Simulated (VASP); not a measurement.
# SnTe (Fm-3m) in VASP: notebook

Runs on SnTe. Level: PBEsol. Tasks: single point.

Program: VASP 6.6.1. These are calculated values, not measurements. Logs are shortened: lines on timing, memory, paths and dates and some standing lists are left out, and cuts for length are marked.

**The experiment to reproduce.**

From a printed reference work, textbook, for a bulk crystal of SnTe at 300 K: band gap 0.18 eV (direct).

How close the calculation comes is told below.

## 1. The cell of the first run

It takes space group Fm-3m (No. 225, cubic). The conventional cell has a = 6.412 Å, b = 6.412 Å, c = 6.412 Å, α = 90.00°, β = 90.00°, γ = 90.00°. Within 4.2 Å of Sn (site symmetry m-3m) lie 6 Te at 3.21 Å. Within 4.2 Å of Te (site symmetry m-3m) lie 6 Sn at 3.21 Å.

## 2. Single point, PBEsol

The input, INCAR:

```
SYSTEM = SnTe
PREC     = Accurate       ! precision mode
ENCUT    = 500            ! plane-wave cutoff, eV
EDIFF    = 1E-6           ! SCF threshold, eV
ISMEAR   = 0              ! smearing method
SIGMA    = 0.01           ! smearing width, eV
LREAL    = .False.        ! projectors in reciprocal space
LASPH    = .True.         ! aspherical terms in the spheres
NELM     = 120            ! most SCF steps
ALGO     = Normal         ! electronic algorithm
ISIF     = 2              ! what is computed and relaxed
LWAVE    = .False.        ! write WAVECAR
LCHARG   = .True.         ! write CHGCAR
GGA      = PS             ! functional
LELF     = .True.         ! ELF
LVHAR    = .True.       
NBANDS   = 17             ! bands
GGA_COMPAT= .False.
```

The input, KPOINTS:

```
Automatic mesh
0
Gamma
  6 6 6
  0 0 0
```

The input, POSCAR:

```
SnTe
1.0
    0.0000000000      3.2058977831      3.2058977831
    3.2058977831      0.0000000000      3.2058977831
    3.2058977831      3.2058977831      0.0000000000
Sn Te
1 1
Direct
    0.0000000000      0.0000000000      0.0000000000
    0.5000000000      0.5000000000      0.5000000000
```

Potentials or basis: VASP PAW PBE potentials, release 64 (Sn_d, Te).

Started as:

```bash
cat potpaw_PBE.64/Sn_d/POTCAR potpaw_PBE.64/Te/POTCAR > POTCAR
mpirun -np 1 vasp_std > vasp.out
```

OUTCAR:

```text
SYSTEM = SnTe
   PREC = Accurate
   ENCUT = 500
   EDIFF = 1E-6
   ISMEAR = 0
   LREAL = .False.
   LASPH = .True.
   NELM = 120
   ISIF = 2
   GGA = PS

 ion  position               nearest neighbor table
   1  0.000  0.000  0.000-   2 3.21   2 3.21   2 3.21   2 3.21   2 3.21   2 3.21
   2  0.500  0.500  0.500-   1 3.21   1 3.21   1 3.21   1 3.21   1 3.21   1 3.21

  LATTYP: Found a face centered cubic cell.
 ALAT       =     6.4117955662

  Lattice vectors:

 A1 = (   0.0000000000,   3.2058977831,   3.2058977831)
 A2 = (   3.2058977831,   0.0000000000,   3.2058977831)
 A3 = (   3.2058977831,   3.2058977831,   0.0000000000)

Analysis of symmetry for initial positions (statically):
=====================================================================
 Subroutine PRICEL returns:
 Original cell was already a primitive cell.

 Routine SETGRP: Setting up the symmetry group for a
 face centered cubic supercell.

 Subroutine GETGRP returns: Found 48 space group operations
 (whereof 48 operations were pure point group operations)
 out of a pool of 48 trial point group operations.

The static configuration has the point symmetry O_h .

Analysis of symmetry for dynamics (positions and initial velocities):
=====================================================================
 Subroutine PRICEL returns:
 Original cell was already a primitive cell.

 Routine SETGRP: Setting up the symmetry group for a
 face centered cubic supercell.

 Subroutine GETGRP returns: Found 48 space group operations
 (whereof 48 operations were pure point group operations)
 out of a pool of 48 trial point group operations.

The dynamic configuration has the point symmetry O_h .

 Subroutine INISYM returns: Found 48 space group operations
 (whereof 48 operations are pure point group operations),
 and found     1 'primitive' translations

----------------------------------------------------------------------------------------

                                     Primitive cell

  volume of cell :      65.8990

  direct lattice vectors                    reciprocal lattice vectors
     0.000000000  3.205897783  3.205897783    -0.155962552  0.155962552  0.155962552
     3.205897783  0.000000000  3.205897783     0.155962552 -0.155962552  0.155962552
     3.205897783  3.205897783  0.000000000     0.155962552  0.155962552 -0.155962552

  length of vectors
     4.533824124  4.533824124  4.533824124     0.270135064  0.270135064  0.270135064

  position of ions in fractional coordinates (direct lattice)
     0.000000000  0.000000000  0.000000000
     0.500000000  0.500000000  0.500000000

  ion indices of the primitive-cell ions
   primitive index   ion index
                 1           1
                 2           2

----------------------------------------------------------------------------------------

 KPOINTS: Automatic mesh

Automatic generation of k-mesh.
 Grid dimensions read from file:
 generate k-points for:    6    6    6

 Generating k-lattice:

  Cartesian coordinates                     Fractional coordinates (reciprocal lattice)
    -0.025993759  0.025993759  0.025993759     0.166666667  0.000000000  0.000000000
     0.025993759 -0.025993759  0.025993759     0.000000000  0.166666667  0.000000000
     0.025993759  0.025993759 -0.025993759     0.000000000  0.000000000  0.166666667

  Length of vectors
     0.045022511  0.045022511  0.045022511

  Shift w.r.t. Gamma in fractional coordinates (k-lattice)
     0.000000000  0.000000000  0.000000000

 Subroutine IBZKPT returns following result:
 ===========================================

 Found     16 irreducible k-points:

 Following reciprocal coordinates:
            Coordinates               Weight
  0.000000  0.000000  0.000000      1.000000
  0.166667  0.000000  0.000000      8.000000
  0.333333  0.000000  0.000000      8.000000
  0.500000  0.000000  0.000000      4.000000
  0.166667  0.166667  0.000000      6.000000
  0.333333  0.166667  0.000000     24.000000
[... 8 lines left out ...]
 -0.333333  0.333333  0.166667     24.000000
 -0.333333  0.500000  0.166667     12.000000
   k-points           NKPTS =     16   k-points in BZ     NKDIM =     16   number of bands    NBANDS=     17
   number of dos      NEDOS =    301   number of ions     NIONS =      2
   total plane-waves  NPLWV =  46656
   dimension x,y,z NGX =    36 NGY =   36 NGZ =   36
   dimension x,y,z NGXF=    72 NGYF=   72 NGZF=   72
   ions per type =               1   1
   NGX,Y,Z   is equivalent  to a cutoff of  13.20, 13.20, 13.20 a.u.
   NGXF,Y,Z  is equivalent  to a cutoff of  26.40, 26.40, 26.40 a.u.
 SYSTEM =  SnTe
   PREC   = accura    normal or accurate (medium, high low for compatibility)
   ISTART =      0    job   : 0-new  1-cont  2-samecut
   ICHARG =      2    charge: 1-file 2-atom 10-const
   ISPIN  =      1    spin polarized calculation?
   LNONCOLLINEAR =      F non collinear calculations
   LSORBIT =      F    spin-orbit coupling
   LASPH  =      T    aspherical Exc in radial PAW
   ENCUT  =  500.0 eV  36.75 Ry    6.06 a.u.   8.27  8.27  8.27*2*pi/ulx,y,z
   NELM   =    120;   NELMIN=  2; NELMDL= -5     # of ELM steps
   EDIFF  = 0.1E-05   stopping-criterion for ELM
   LREAL  =      F    real-space projection
[... 7 lines left out ...]
   TEBEG  =    0.0;   TEEND  =   0.0 temperature during run
   PSTRESS=    0.0 pullay stress
   NELECT =      20.0000    total number of electrons
   NUPDOWN=      -1.0000    fix difference up-down
   EMIN   =  10.00;   EMAX   =-10.00  energy-range for DOS
   EFERMI =   0.00;   METHOD = LEGACY
   ISMEAR =     0;   SIGMA  =   0.01  broadening in eV -4-tet -1-fermi 0-gaus
   EFERMI_NEDOS =   21; number of points for ismear=-14 and -15
   IALGO  =     38    algorithm
   IMIX   =      4    mixing-type and parameters
     AMIX     =   0.40;   BMIX     =  1.00
     AMIX_MAG =   1.60;   BMIX_MAG =  1.00
  volume/ion in A,a.u.               =      32.95       222.35
  Fermi-wavevector in a.u.,A,eV,Ry     =   1.100167  2.079014 16.468039  1.210367
  Thomas-Fermi vector in A             =   2.236573
   LORBIT       =      0    0 simple, 1 ext, 2 COOP (PROOUT), +10 PAW based schemes
   GGA     = PS    functional components
   LHFCALC =     F    Hartree Fock is set to
   AEXX    =    0.0000 exact exchange contribution
   IVDW    =     0    specifies the selected vdW correction
   LEPSILON=     F    determine dielectric tensor
   LRPA    =     F    only Hartree local field effects (RPA)
 non-spin polarized calculation
 Gauss-broadening in eV      SIGMA  =   0.01
  energy-cutoff  :      500.00
  volume of cell :       65.90
 maximum number of plane-waves:      1687
 NGX is ok and might be reduce to    36
   NGX = 17   NGY = 17   NGZ = 17

 number of electron      20.0000005 magnetization

 Free energy of the ion-electron system (eV)
  ---------------------------------------------------
  ext. energy  EPLUGINS =         0.00000000
  ---------------------------------------------------
  free energy    TOTEN  =        -8.31003934 eV

  energy without entropy =       -8.30984284  energy(sigma->0) =       -8.30994109

 E-fermi :   6.1463     XC(G=0):  -9.4264

 val. band max:        6.1437856998   @ k =   0.5000   0.0000   0.0000
 cond. band min:       6.1487441782   @ k =   0.5000   0.0000   0.0000
 fundamental gap:      0.0049584784
 Fermi energy:         6.1462649390

 k-point     1 :       0.0000    0.0000    0.0000
  band No.  band energies     occupation
      1     -15.6045      2.00000
      2     -15.6045      2.00000
      3     -15.6003      2.00000
      4     -15.6003      2.00000
      5     -15.6003      2.00000
      6      -6.2771      2.00000
[... 9 lines left out ...]
     16      10.9741      0.00000
     17      12.9900      0.00000

 k-point     2 :       0.1667    0.0000    0.0000
  band No.  band energies     occupation
      1     -15.6054      2.00000
      2     -15.6054      2.00000
      3     -15.5999      2.00000
      4     -15.5990      2.00000
      5     -15.5990      2.00000
      6      -6.0636      2.00000
[... 9 lines left out ...]
     16      11.5107      0.00000
     17      14.4609      0.00000

 k-point     3 :       0.3333    0.0000    0.0000
  band No.  band energies     occupation
      1     -15.6075      2.00000
      2     -15.6075      2.00000
      3     -15.5992      2.00000
      4     -15.5960      2.00000
      5     -15.5960      2.00000
      6      -5.5153      2.00000
[... 9 lines left out ...]
     16      12.9813      0.00000
     17      16.4440      0.00000

 k-point     4 :       0.5000    0.0000    0.0000
  band No.  band energies     occupation
      1     -15.6086      2.00000
      2     -15.6086      2.00000
      3     -15.5989      2.00000
      4     -15.5945      2.00000
      5     -15.5945      2.00000
      6      -5.1198      2.00000
[... 9 lines left out ...]
     16      14.9537      0.00000
     17      14.9537      0.00000

 k-point     5 :       0.1667    0.1667    0.0000
  band No.  band energies     occupation
      1     -15.6074      2.00000
      2     -15.6036      2.00000
      3     -15.6010      2.00000
      4     -15.5981      2.00000
      5     -15.5981      2.00000
      6      -5.9945      2.00000
[... 9 lines left out ...]
     16      12.3362      0.00000
     17      13.3080      0.00000

 k-point     6 :       0.3333    0.1667    0.0000
  band No.  band energies     occupation
      1     -15.6099      2.00000
      2     -15.6043      2.00000
      3     -15.6006      2.00000
      4     -15.5962      2.00000
      5     -15.5954      2.00000
      6      -5.5599      2.00000
[... 9 lines left out ...]
     16      13.7945      0.00000
     17      15.0815      0.00000

 k-point     7 :       0.5000    0.1667    0.0000
  band No.  band energies     occupation
      1     -15.6106      2.00000
      2     -15.6064      2.00000
      3     -15.5987      2.00000
      4     -15.5953      2.00000
      5     -15.5939      2.00000
      6      -5.0682      2.00000
[... 9 lines left out ...]
     16      15.0376      0.00000
     17      15.4504      0.00000

 k-point     8 :      -0.3333    0.1667    0.0000
  band No.  band energies     occupation
      1     -15.6087      2.00000
      2     -15.6076      2.00000
      3     -15.5981      2.00000
      4     -15.5954      2.00000
      5     -15.5954      2.00000
      6      -5.1972      2.00000
[... 9 lines left out ...]
     16      14.1527      0.00000
     17      15.8045      0.00000

 k-point     9 :      -0.1667    0.1667    0.0000
  band No.  band energies     occupation
      1     -15.6070      2.00000
      2     -15.6060      2.00000
      3     -15.5995      2.00000
      4     -15.5980      2.00000
      5     -15.5966      2.00000
      6      -5.7359      2.00000
[... 9 lines left out ...]
     16      13.5343      0.00000
     17      13.8716      0.00000

 k-point    10 :       0.3333    0.3333    0.0000
  band No.  band energies     occupation
      1     -15.6141      2.00000
      2     -15.6026      2.00000
      3     -15.6016      2.00000
      4     -15.5937      2.00000
      5     -15.5937      2.00000
      6      -5.3025      2.00000
[... 9 lines left out ...]
     16      14.8697      0.00000
     17      15.3136      0.00000

 k-point    11 :       0.5000    0.3333    0.0000
  band No.  band energies     occupation
      1     -15.6153      2.00000
      2     -15.6024      2.00000
      3     -15.6017      2.00000
      4     -15.5930      2.00000
      5     -15.5924      2.00000
      6      -4.9405      2.00000
[... 9 lines left out ...]
     16      15.6104      0.00000
     17      16.1273      0.00000

 k-point    12 :      -0.3333    0.3333    0.0000
  band No.  band energies     occupation
      1     -15.6124      2.00000
      2     -15.6051      2.00000
      3     -15.5984      2.00000
      4     -15.5950      2.00000
      5     -15.5935      2.00000
      6      -4.8753      2.00000
[... 9 lines left out ...]
     16      13.8066      0.00000
     17      15.9225      0.00000

 k-point    13 :       0.5000    0.5000    0.0000
  band No.  band energies     occupation
      1     -15.6179      2.00000
      2     -15.6033      2.00000
      3     -15.6007      2.00000
      4     -15.5914      2.00000
      5     -15.5914      2.00000
      6      -4.8626      2.00000
[... 9 lines left out ...]
     16      16.4976      0.00000
     17      16.7887      0.00000

 k-point    14 :       0.5000    0.3333    0.1667
  band No.  band energies     occupation
      1     -15.6119      2.00000
      2     -15.6046      2.00000
      3     -15.5999      2.00000
      4     -15.5949      2.00000
      5     -15.5938      2.00000
      6      -5.1394      2.00000
[... 9 lines left out ...]
     16      14.4613      0.00000
     17      15.0412      0.00000

 k-point    15 :      -0.3333    0.3333    0.1667
  band No.  band energies     occupation
      1     -15.6123      2.00000
      2     -15.6053      2.00000
      3     -15.5975      2.00000
      4     -15.5968      2.00000
      5     -15.5926      2.00000
      6      -4.8750      2.00000
[... 9 lines left out ...]
     16      15.9242      0.00000
     17      15.9833      0.00000

 k-point    16 :      -0.3333    0.5000    0.1667
  band No.  band energies     occupation
      1     -15.6149      2.00000
      2     -15.6032      2.00000
      3     -15.6004      2.00000
      4     -15.5945      2.00000
      5     -15.5914      2.00000
      6      -4.8042      2.00000
[... 9 lines left out ...]
     16      16.0246      0.00000
     17      17.2040      0.00000

------------------------ aborting loop because EDIFF is reached ----------------------------------------

  FORCE on cell =-STRESS in cart. coord.  units (eV):
  Direction    XX          YY          ZZ          XY          YZ          ZX
  --------------------------------------------------------------------------------------
  -------------------------------------------------------------------------------------
  Total       -0.9864804     -0.9864804     -0.9864804      0.0000000     -0.0000000      0.0000000
  in kB      -23.9839122    -23.9839122    -23.9839122      0.0000000     -0.0000000      0.0000000
  external PRESSURE =     -23.9839122 kB  Pullay stress =       0.0000000 kB

 VOLUME and BASIS-vectors are now :
 -----------------------------------------------------------------------------
  energy-cutoff  :      500.00
  volume of cell :       65.90
      direct lattice vectors                 reciprocal lattice vectors
     0.000000000  3.205897783  3.205897783    -0.155962552  0.155962552  0.155962552
     3.205897783  0.000000000  3.205897783     0.155962552 -0.155962552  0.155962552
     3.205897783  3.205897783  0.000000000     0.155962552  0.155962552 -0.155962552

 POSITION                                       TOTAL-FORCE (eV/Angst)
 -----------------------------------------------------------------------------------
      0.00000      0.00000      0.00000         0.000000      0.000000      0.000000
      3.20590      3.20590      3.20590        -0.000000      0.000000     -0.000000
 -----------------------------------------------------------------------------------
    total drift:                               -0.000000      0.000000      0.000000

  FREE ENERGIE OF THE ION-ELECTRON SYSTEM (eV)
  ---------------------------------------------------
  free  energy   TOTEN  =        -8.3100393370 eV

  energy  without entropy=       -8.3098428351  energy(sigma->0) =       -8.30994109
```

Wall time 18 s (1 thread of Intel Xeon Platinum 8259CL at 2.50GHz (Skylake/Cascade Lake), shared host); peak memory 0.2 GiB.

Results:

| Property | Result |
| --- | --- |
| Free energy | -8.3100 eV |
| Pressure | -2.4 GPa |
| Band gap on the k mesh | 0.00 eV, direct |

Levels at points of the mesh, in eV from the valence-band top:
| k point | band 6 | band 7 | band 8 | band 9 | band 10 | band 11 | band 12 | band 13 | band 14 | band 15 |
| --- | --- | --- | --- | --- | --- | --- | --- | --- | --- | --- |
| (0.00, 0.00, 0.00) | -12.42 | -4.89 | -1.97 | -1.97 | -1.97 | 3.24 | 3.24 | 3.24 | 4.83 | 4.83 |
| (0.50, 0.00, 0.00) | -11.26 | -8.06 | -1.64 | -1.64 | 0.00 | 0.00 | 0.45 | 0.45 | 7.59 | 8.55 |
| (0.50, 0.50, 0.00) | -11.01 | -6.43 | -5.21 | -3.47 | -3.47 | 2.32 | 4.69 | 4.69 | 6.01 | 8.92 |

Caveat: the PAW data sets were made with another functional, which shifts forces and pressure a little; spin-orbit coupling is left out, which moves the levels of the heavy elements.

## 3. Single point, PBEsol

This run uses another cell than the first one, of 33.78 Å³/atom, 1.025 times its volume.

The input, INCAR:

```
ALGO = Normal
EDIFF = 1E-6
ENCUT = 500
GGA = PS
GGA_COMPAT = False
ISIF = 2
ISMEAR = 0
LASPH = True
LCHARG = False
LREAL = False
LWAVE = False
NBANDS = 17
NELM = 120
PREC = Accurate
SIGMA = 0.01
```

The input, KPOINTS:

```
k-points
0
Gamma
  6 6 6
```

The input, POSCAR:

```
SnTe
1.0
    0.0000000000      3.2327266270      3.2327266270
    3.2327266270      0.0000000000      3.2327266270
    3.2327266270      3.2327266270      0.0000000000
Sn Te
1 1
Direct
    0.0000000000      0.0000000000      0.0000000000
    0.5000000000      0.5000000000      0.5000000000
```

Potentials or basis: VASP PAW PBE potentials, release 64 (Sn_d, Te).

Started as:

```bash
cat potpaw_PBE.64/Sn_d/POTCAR potpaw_PBE.64/Te/POTCAR > POTCAR
mpirun -np 1 vasp_std > vasp.out
```

It took 16 s on 1 thread of Intel Xeon Platinum 8259CL at 2.50GHz (Skylake/Cascade Lake), shared host; peak memory 0.2 GiB.

The run converged. Its results:

* Free energy: -8.2816 eV
* Pressure: -3.2 GPa
* Band gap on the k mesh: 0.07 eV, direct

Levels at points of the mesh, in eV from the valence-band top:
| k point | band 8 | band 9 | band 10 | band 11 | band 12 | band 13 |
| --- | --- | --- | --- | --- | --- | --- |
| (0.00, 0.00, 0.00) | -1.85 | -1.85 | -1.85 | 3.24 | 3.24 | 3.24 |
| (0.50, 0.00, 0.00) | -1.53 | -1.53 | 0.00 | 0.07 | 0.53 | 0.53 |
| (0.50, 0.50, 0.00) | -4.99 | -3.31 | -3.31 | 2.46 | 4.62 | 4.62 |

Caveat: the PAW data sets were made with another functional, which shifts forces and pressure a little; spin-orbit coupling is left out, which moves the levels of the heavy elements.

## 4. Comparison with measurements

Step 2. A measured gap of SnTe is 0.18 eV (direct; 300 K; a printed reference work, textbook); the calculated 0.00 eV misses it by -0.18 eV. Spin-orbit coupling on Sn, Te is left out. The value is that of PBEsol on a finite k mesh, which can miss the band edges, without temperature or zero-point motion. Semilocal functionals fall short of measured gaps as a rule.
